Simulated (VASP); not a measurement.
# MnS (Fm-3m) in VASP: notebook

One crystal, MnS, is run at these levels: PBE; tasks: relaxation of cell and atoms.

Program: VASP 6.6.1. These are calculated values, not measurements. Logs are shortened: lines on timing, memory, paths and dates and some standing lists are left out, and cuts for length are marked.

## (1) The crystal as given

It takes space group Fm-3m (No. 225, cubic). The conventional cell has a = 5.209 Å, b = 5.209 Å, c = 5.209 Å, α = 90.00°, β = 90.00°, γ = 90.00°. Mn (site symmetry m-3m) has 6 S at 2.60 Å as nearest neighbours. S (site symmetry m-3m) is surrounded by 6 Mn at 2.60 Å.

## (2) Relaxation of cell and atoms, PBE, collinear spin, ferromagnetic start

INCAR

```
PREC = Accurate
ENCUT = 600
EDIFF = 1E-6
ISMEAR = 0
SIGMA = 0.03
LREAL = F
LASPH = T
NELM = 150
ALGO = Normal
ISIF = 3
LWAVE = F
LCHARG = F
ISPIN = 2
MAGMOM = 4 0
LORBIT = 11
LMAXMIX = 4
GGA = PE
IBRION = 2
NSW = 90
EDIFFG = -0.01
AMIX = 0.2
BMIX = 1E-4
AMIX_MAG = 0.8
BMIX_MAG = 1E-4
```

KPOINTS

```
Automatic mesh
0
Gamma
  10 10 10
```

POSCAR

```
MnS
1.0
    0.0000000000      2.6045000000      2.6045000000
    2.6045000000      0.0000000000      2.6045000000
    2.6045000000      2.6045000000      0.0000000000
Mn S
1 1
Direct
    0.0000000000      0.0000000000      0.0000000000
    0.5000000000      0.5000000000      0.5000000000
```

Potentials or basis: VASP PAW PBE potentials, release 64 (Mn_pv, S).

Run with:

```bash
> cat potpaw_PBE.64/Mn_pv/POTCAR potpaw_PBE.64/S/POTCAR > POTCAR
> mpirun -np 1 vasp_std > vasp.out
```

OUTCAR:

```text
PREC = Accurate
   ENCUT = 600
   EDIFF = 1E-6
   ISMEAR = 0
   LREAL = F
   LASPH = T
   NELM = 150
   ISIF = 3
   ISPIN = 2
   LORBIT = 11
   GGA = PE
   IBRION = 2
   NSW = 90
   EDIFFG = -0.01
   AMIX = 0.2
   AMIX_MAG = 0.8

 ion  position               nearest neighbor table
   1  0.000  0.000  0.000-   2 2.60   2 2.60   2 2.60   2 2.60   2 2.60   2 2.60
   2  0.500  0.500  0.500-   1 2.60   1 2.60   1 2.60   1 2.60   1 2.60   1 2.60

  LATTYP: Found a face centered cubic cell.
 ALAT       =     5.2090000000

  Lattice vectors:

 A1 = (   0.0000000000,   2.6045000000,   2.6045000000)
 A2 = (   2.6045000000,   0.0000000000,   2.6045000000)
 A3 = (   2.6045000000,   2.6045000000,   0.0000000000)

Analysis of symmetry for initial positions (statically):
=====================================================================
 Subroutine PRICEL returns:
 Original cell was already a primitive cell.

 Routine SETGRP: Setting up the symmetry group for a
 face centered cubic supercell.

 Subroutine GETGRP returns: Found 48 space group operations
 (whereof 48 operations were pure point group operations)
 out of a pool of 48 trial point group operations.

The static configuration has the point symmetry O_h .

Analysis of symmetry for dynamics (positions and initial velocities):
=====================================================================
 Subroutine PRICEL returns:
 Original cell was already a primitive cell.

 Routine SETGRP: Setting up the symmetry group for a
 face centered cubic supercell.

 Subroutine GETGRP returns: Found 48 space group operations
 (whereof 48 operations were pure point group operations)
 out of a pool of 48 trial point group operations.

The dynamic configuration has the point symmetry O_h .

Analysis of structural, dynamic, and magnetic symmetry:
=====================================================================
 Subroutine PRICEL returns:
 Original cell was already a primitive cell.

 Routine SETGRP: Setting up the symmetry group for a
 face centered cubic supercell.

 Subroutine GETGRP returns: Found 48 space group operations
 (whereof 48 operations were pure point group operations)
 out of a pool of 48 trial point group operations.

The overall configuration has the point symmetry O_h .

 Subroutine INISYM returns: Found 48 space group operations
 (whereof 48 operations are pure point group operations),
 and found     1 'primitive' translations

----------------------------------------------------------------------------------------

                                     Primitive cell

  volume of cell :      35.3348

  direct lattice vectors                    reciprocal lattice vectors
     0.000000000  2.604500000  2.604500000    -0.191975427  0.191975427  0.191975427
     2.604500000  0.000000000  2.604500000     0.191975427 -0.191975427  0.191975427
     2.604500000  2.604500000  0.000000000     0.191975427  0.191975427 -0.191975427

  length of vectors
     3.683319223  3.683319223  3.683319223     0.332511194  0.332511194  0.332511194

  position of ions in fractional coordinates (direct lattice)
     0.000000000  0.000000000  0.000000000
     0.500000000  0.500000000  0.500000000

  ion indices of the primitive-cell ions
   primitive index   ion index
                 1           1
                 2           2

----------------------------------------------------------------------------------------

 KPOINTS: Automatic mesh

Automatic generation of k-mesh.
 Grid dimensions read from file:
 generate k-points for:   10   10   10

 Generating k-lattice:

  Cartesian coordinates                     Fractional coordinates (reciprocal lattice)
    -0.019197543  0.019197543  0.019197543     0.100000000  0.000000000  0.000000000
     0.019197543 -0.019197543  0.019197543     0.000000000  0.100000000  0.000000000
     0.019197543  0.019197543 -0.019197543     0.000000000  0.000000000  0.100000000

  Length of vectors
     0.033251119  0.033251119  0.033251119

  Shift w.r.t. Gamma in fractional coordinates (k-lattice)
     0.000000000  0.000000000  0.000000000

 Subroutine IBZKPT returns following result:
 ===========================================

 Found     47 irreducible k-points:

 Following reciprocal coordinates:
            Coordinates               Weight
  0.000000  0.000000  0.000000      1.000000
  0.100000  0.000000  0.000000      8.000000
  0.200000  0.000000  0.000000      8.000000
  0.300000  0.000000  0.000000      8.000000
  0.400000  0.000000  0.000000      8.000000
  0.500000  0.000000  0.000000      4.000000
[... 16 lines left out ...]
  0.300000  0.300000  0.000000      6.000000
  0.400000  0.300000  0.000000     24.000000
 [... further k-points ...]
   k-points           NKPTS =     47   k-points in BZ     NKDIM =     47   number of bands    NBANDS=     15
   number of dos      NEDOS =    301   number of ions     NIONS =      2
   total plane-waves  NPLWV =  27000
   dimension x,y,z NGX =    30 NGY =   30 NGZ =   30
   dimension x,y,z NGXF=    60 NGYF=   60 NGZF=   60
   ions per type =               1   1
   NGX,Y,Z   is equivalent  to a cutoff of  13.54, 13.54, 13.54 a.u.
   NGXF,Y,Z  is equivalent  to a cutoff of  27.08, 27.08, 27.08 a.u.
 SYSTEM =  unknown system
   PREC   = accura    normal or accurate (medium, high low for compatibility)
   ISTART =      0    job   : 0-new  1-cont  2-samecut
   ICHARG =      2    charge: 1-file 2-atom 10-const
   ISPIN  =      2    spin polarized calculation?
   LNONCOLLINEAR =      F non collinear calculations
   LSORBIT =      F    spin-orbit coupling
   LASPH  =      T    aspherical Exc in radial PAW
   ENCUT  =  600.0 eV  44.10 Ry    6.64 a.u.   7.36  7.36  7.36*2*pi/ulx,y,z
   NELM   =    150;   NELMIN=  2; NELMDL= -5     # of ELM steps
   EDIFF  = 0.1E-05   stopping-criterion for ELM
   LREAL  =      F    real-space projection
   EDIFFG = -.1E-01   stopping-criterion for IOM
   NSW    =     90    number of steps for IOM
   IBRION =      2    ionic relax: 0-MD 1-quasi-New 2-CG
   NFREE  =      1    steps in history (QN), initial steepest desc. (CG)
   ISIF   =      3    stress and relaxation
   ISYM   =      2    0-nonsym 1-usesym 2-fastsym
   POTIM  = 0.5000    time-step for ionic-motion
   TEBEG  =    0.0;   TEEND  =   0.0 temperature during run
   PSTRESS=    0.0 pullay stress
   NELECT =      19.0000    total number of electrons
   NUPDOWN=      -1.0000    fix difference up-down
   EMIN   =  10.00;   EMAX   =-10.00  energy-range for DOS
   EFERMI =   0.00;   METHOD = LEGACY
   ISMEAR =     0;   SIGMA  =   0.03  broadening in eV -4-tet -1-fermi 0-gaus
   EFERMI_NEDOS =   21; number of points for ismear=-14 and -15
   IALGO  =     38    algorithm
   IMIX   =      4    mixing-type and parameters
     AMIX     =   0.20;   BMIX     =  0.00
     AMIX_MAG =   0.80;   BMIX_MAG =  0.00
  volume/ion in A,a.u.               =      17.67       119.23
  Fermi-wavevector in a.u.,A,eV,Ry     =   1.331246  2.515690 24.112464  1.772216
  Thomas-Fermi vector in A             =   2.460272
   LORBIT       =     11    0 simple, 1 ext, 2 COOP (PROOUT), +10 PAW based schemes
   GGA     = PE    functional components
   LHFCALC =     F    Hartree Fock is set to
   AEXX    =    0.0000 exact exchange contribution
   IVDW    =     0    specifies the selected vdW correction
   LEPSILON=     F    determine dielectric tensor
   LRPA    =     F    only Hartree local field effects (RPA)
 conjugate gradient relaxation of ions
 spin polarized calculation
 Gauss-broadening in eV      SIGMA  =   0.03
  energy-cutoff  :      600.00
  volume of cell :       35.33
 maximum number of plane-waves:      1243
 NGX is ok and might be reduce to    30
   NGX = 15   NGY = 15   NGZ = 15

--------------------------------------- Ionic step        1  -------------------------------------------

 number of electron      19.0000008 magnetization       4.7394907

 Free energy of the ion-electron system (eV)
  ---------------------------------------------------
  ext. energy  EPLUGINS =         0.00000000
  ---------------------------------------------------
  free energy    TOTEN  =       -14.06620391 eV

  energy without entropy =      -14.06599573  energy(sigma->0) =      -14.06609982

------------------------ aborting loop because EDIFF is reached ----------------------------------------

  FORCE on cell =-STRESS in cart. coord.  units (eV):
  Direction    XX          YY          ZZ          XY          YZ          ZX
  --------------------------------------------------------------------------------------
  -------------------------------------------------------------------------------------
  Total       -0.5779336     -0.5779336     -0.5779336     -0.0000000     -0.0000000     -0.0000000
  in kB      -26.2050792    -26.2050792    -26.2050792     -0.0000000     -0.0000000     -0.0000000
  external PRESSURE =     -26.2050792 kB  Pullay stress =       0.0000000 kB

 VOLUME and BASIS-vectors are now :
 -----------------------------------------------------------------------------
  energy-cutoff  :      600.00
  volume of cell :       35.33
      direct lattice vectors                 reciprocal lattice vectors
     0.000000000  2.604500000  2.604500000    -0.191975427  0.191975427  0.191975427
     2.604500000  0.000000000  2.604500000     0.191975427 -0.191975427  0.191975427
     2.604500000  2.604500000  0.000000000     0.191975427  0.191975427 -0.191975427
[... 73 lines left out ...]
 POSITION                                       TOTAL-FORCE (eV/Angst)
 -----------------------------------------------------------------------------------
      0.00000      0.00000      0.00000         0.000000     -0.000000     -0.000000
      2.55850      2.55850      2.55850        -0.000000      0.000000      0.000000
 -----------------------------------------------------------------------------------
    total drift:                               -0.000000      0.000000      0.000000

  FREE ENERGIE OF THE ION-ELECTRON SYSTEM (eV)
  ---------------------------------------------------
  free  energy   TOTEN  =       -14.0797192534 eV

  energy  without entropy=      -14.0791022794  energy(sigma->0) =      -14.07941077

--------------------------------------- Ionic step        4  -------------------------------------------

 number of electron      19.0000007 magnetization       4.6219742

 Free energy of the ion-electron system (eV)
  ---------------------------------------------------
  ext. energy  EPLUGINS =         0.00000000
  ---------------------------------------------------
  free energy    TOTEN  =       -14.07996016 eV

  energy without entropy =      -14.07936157  energy(sigma->0) =      -14.07966086

 E-fermi :   7.1927     XC(G=0): -10.8865

 val. band max:        7.1733801467   @ k =   0.4000   0.2000   0.1000
 cond. band min:       7.2109372516   @ k =   0.5000   0.1000   0.0000
 fundamental gap:      0.0375571050
 Fermi energy:         7.1927060748

 spin component 1

 k-point     1 :       0.0000    0.0000    0.0000
  band No.  band energies     occupation
      1     -43.4560      1.00000
      2     -43.4560      1.00000
      3     -43.4560      1.00000
      4      -7.7279      1.00000
      5       3.7846      1.00000
      6       3.7846      1.00000
      7       3.7846      1.00000
      8       3.8888      1.00000
      9       3.8888      1.00000
     10       5.2593      1.00000
     11       5.2593      1.00000
     12       5.2593      1.00000
     13       9.2799      0.00000
     14      15.8888      0.00000
     15      15.8888      0.00000
[... 397 lines left out ...]
 k-point    24 :       0.4000    0.3000    0.0000
  band No.  band energies     occupation
      1     -43.4636      1.00000
      2     -43.4593      1.00000
      3     -43.4590      1.00000
      4      -6.4312      1.00000
      5       0.9984      1.00000
      6       2.8064      1.00000
      7       3.1366      1.00000
      8       3.7103      1.00000
      9       4.2936      1.00000
     10       4.7908      1.00000
     11       5.1141      1.00000
     12       5.8037      1.00000
     13       9.4880      0.00000
     14      13.0922      0.00000
     15      15.5283      0.00000

 [... further k-points ...]

 spin component 2

 k-point     1 :       0.0000    0.0000    0.0000
  band No.  band energies     occupation
      1     -39.0101      1.00000
      2     -39.0101      1.00000
      3     -39.0101      1.00000
      4      -7.4243      1.00000
      5       5.4822      1.00000
      6       5.4822      1.00000
      7       5.4822      1.00000
      8       7.3730      0.00000
      9       7.3730      0.00000
     10       7.3730      0.00000
     11       7.4392      0.00000
     12       7.4392      0.00000
     13      10.2809      0.00000
     14      16.9325      0.00000
     15      16.9325      0.00000
[... 436 lines left out ...]
 POSITION                                       TOTAL-FORCE (eV/Angst)
 -----------------------------------------------------------------------------------
      0.00000      0.00000      0.00000         0.000000      0.000000      0.000000
      2.56246      2.56246      2.56246        -0.000000     -0.000000     -0.000000
 -----------------------------------------------------------------------------------
    total drift:                               -0.000000      0.000000      0.000000

  FREE ENERGIE OF THE ION-ELECTRON SYSTEM (eV)
  ---------------------------------------------------
  free  energy   TOTEN  =       -14.0799601555 eV

  energy  without entropy=      -14.0793615669  energy(sigma->0) =      -14.07966086

 reached required accuracy - stopping structural energy minimisation

 total charge

# of ion       s       p       d       tot
------------------------------------------
    1        0.223   6.178   4.949  11.351
    2        1.327   2.413   0.000   3.740
--------------------------------------------------
tot          1.550   8.591   4.949  15.091

 magnetization (x)

# of ion       s       p       d       tot
------------------------------------------
    1        0.052   0.041   4.090   4.184
    2        0.027   0.078   0.000   0.105
--------------------------------------------------
tot          0.080   0.119   4.090   4.289
```

Wall time 1.9 min (1 thread of Intel Xeon Platinum 8488C (Sapphire Rapids), shared host); peak memory 0.22 GiB.

Results:

- Free energy: -14.0800 eV
- Relaxed volume: 16.83 Å³/atom
- Relaxed cell: a = 3.624 Å, b = 3.624 Å, c = 3.624 Å, α = 60.00°, β = 60.00°, γ = 60.00°
- Space group after relaxing (to 0.05 Å): Fm-3m (No. 225)
- Energy gained by relaxing: 6.9 meV/atom
- Ionic steps: 4
- Pressure after relaxing: 0.1 GPa
- Band gap on the k mesh: none (metal or under the smearing width)
- Net moment: 4.62 μB per cell
- Site moments: Mn +4.18; S +0.10 μB
- Valence electrons inside the program's atomic spheres: Mn 11.35; S 3.74

The path:
```
step  energy change (eV)  largest force (eV/Å)  pressure (GPa)  volume (Å³)
   1              0.0000                0.0000           -2.62        35.33
   2             -0.0134                0.0000           -0.58        33.88
   3             -0.0135                0.0000            0.40        33.50
   4             -0.0138                0.0000            0.07        33.65
```

Final structure:
```yaml
crystal:
  lattice:
    - [0.00000, 2.56246, 2.56246]
    - [2.56246, 0.00000, 2.56246]
    - [2.56246, 2.56246, 0.00000]
  atoms:
    - { symbol: Mn, position: [0.00000, 0.00000, 0.00000] }
    - { symbol: S, position: [0.50000, 0.50000, 0.50000] }
```

Levels at points of the mesh, in eV from the Fermi level:
Spin up:
```
           k point  band 10  band 11  band 12  band 13  band 14  band 15
(0.00, 0.00, 0.00)    -1.93    -1.93    -1.93     2.09     8.70     8.70
(0.50, 0.00, 0.00)    -2.42     0.57     0.57     2.85     5.42     5.42
(0.50, 0.50, 0.00)    -2.68    -2.68    -2.14     0.96     5.53    10.57
```
Spin down:
```
           k point  band 5  band 6  band 7  band 8  band 9  band 10
(0.00, 0.00, 0.00)   -1.71   -1.71   -1.71    0.18    0.18     0.18
(0.50, 0.00, 0.00)   -6.69   -3.55   -3.55    1.23    1.23     1.45
(0.50, 0.50, 0.00)   -5.84   -3.32   -3.32   -1.02    0.71     1.50
```

Caveat: a cell with one magnetic atom can't hold antiferromagnetic order, which such compounds often take; semilocal functionals often make such compounds metallic where correlation or magnetic order opens a gap, which also shifts bond lengths. With open d or f shells a metallic result of PBE can be an artefact of self-interaction; +U or a hybrid may open a gap.

## (3) Relaxation of cell and atoms, PBE, collinear spin, ferromagnetic start

This run uses another cell than the first one, of 16.83 Å³/atom, 0.952 times its volume.

Edit INCAR of step 2 so:

```diff
@@ -2,3 +2,3 @@
 ENCUT = 600
-EDIFF = 1E-6
+EDIFF = 1E-7
 ISMEAR = 0
@@ -19,3 +19,3 @@
 NSW = 90
-EDIFFG = -0.01
+EDIFFG = -0.005
 AMIX = 0.2
```

KPOINTS is that of step 2.

POSCAR

```
MnS                                     
1.0
   -0.0000000000      2.5624588561      2.5624588561
    2.5624588561     -0.0000000000      2.5624588561
    2.5624588561      2.5624588561     -0.0000000000
  Mn              S             
     1     1
Direct
     0.0000000000000000    0.0000000000000000    0.0000000000000000
     0.5000000000000000    0.5000000000000000    0.5000000000000000
```

Potentials or basis: VASP PAW PBE potentials, release 64 (Mn_pv, S).

Run with:

```bash
> cat potpaw_PBE.64/Mn_pv/POTCAR potpaw_PBE.64/S/POTCAR > POTCAR
> mpirun -np 1 vasp_std > vasp.out
```

Wall time 65 s (1 thread of Intel Xeon Platinum 8488C (Sapphire Rapids), shared host); peak memory 0.21 GiB.

Results (log left out):

- Free energy: -14.0794 eV
- Relaxed volume: 16.84 Å³/atom
- Relaxed cell: a = 3.625 Å, b = 3.625 Å, c = 3.625 Å, α = 60.00°, β = 60.00°, γ = 60.00°
- Space group after relaxing (to 0.05 Å): Fm-3m (No. 225)
- Energy gained by relaxing: 0.0 meV/atom
- Ionic steps: 2
- Pressure after relaxing: 0.0 GPa
- Band gap on the k mesh: none (metal or under the smearing width)
- Net moment: 4.62 μB per cell
- Site moments: Mn +4.18; S +0.10 μB
- Valence electrons inside the program's atomic spheres: Mn 11.35; S 3.74

Final structure:
```yaml
crystal:
  lattice:
    - [0.00000, 2.56322, 2.56322]
    - [2.56322, 0.00000, 2.56322]
    - [2.56322, 2.56322, 0.00000]
  atoms:
    - { symbol: Mn, position: [0.00000, 0.00000, 0.00000] }
    - { symbol: S, position: [0.50000, 0.50000, 0.50000] }
```

Levels at points of the mesh, in eV from the Fermi level:
Spin up:
```csv
k point,band 8,band 9,band 10,band 11,band 12,band 13,band 14,band 15
"(0.00, 0.00, 0.00)",-3.30,-3.30,-1.93,-1.93,-1.93,2.08,8.70,8.70
"(0.50, 0.00, 0.00)",-2.82,-2.82,-2.42,0.57,0.57,2.86,5.43,5.43
"(0.50, 0.50, 0.00)",-3.63,-3.02,-2.67,-2.67,-2.14,0.96,5.53,10.57
```
Spin down:
| k point | band 5 | band 6 | band 7 | band 8 | band 9 | band 10 |
| --- | --- | --- | --- | --- | --- | --- |
| (0.00, 0.00, 0.00) | -1.71 | -1.71 | -1.71 | 0.18 | 0.18 | 0.18 |
| (0.50, 0.00, 0.00) | -6.68 | -3.55 | -3.55 | 1.24 | 1.24 | 1.45 |
| (0.50, 0.50, 0.00) | -5.84 | -3.32 | -3.32 | -1.02 | 0.71 | 1.50 |

Caveat: a cell with one magnetic atom can't hold antiferromagnetic order, which such compounds often take; semilocal functionals often make such compounds metallic where correlation or magnetic order opens a gap, which also shifts bond lengths.
